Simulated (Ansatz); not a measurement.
**Ti: computed properties**

Computed with DFT PBEsol, scalar-relativistic, plane waves, PAW (Ansatz 0.2.0).

Settings: cutoff 420 eV, Γ-centred mesh 18×18×18 on the computed 1-atom cell, Gaussian smearing of 0.10 eV; no spin polarisation.

The structure is relaxed at this level of theory with its symmetry kept. This fcc form isn't the element's structure at ambient conditions.

```
CELL_PARAMETERS angstrom
0.00000 2.02792 2.02792
2.02792 0.00000 2.02792
2.02792 2.02792 0.00000
ATOMIC_POSITIONS crystal
Ti 0.00000 0.00000 0.00000
```

```json
{"Space group": "Fm-3m (No. 225)", "Volume per atom": "16.68 Å³", "Formation energy from the elements' standard states (uncorrected)": "+0.056 eV/atom", "Kohn–Sham band gap": "none (metal)", "Density of states at the Fermi level": "1.68 states/eV per cell", "Löwdin character within 0.5 eV of the Fermi level": "Ti 3d 87 %, unprojected 8 %", "Bulk modulus": "114 GPa", "Its pressure derivative": "3.3", "Bader charges (e)": "Ti (1 in the cell) 0.00"}
```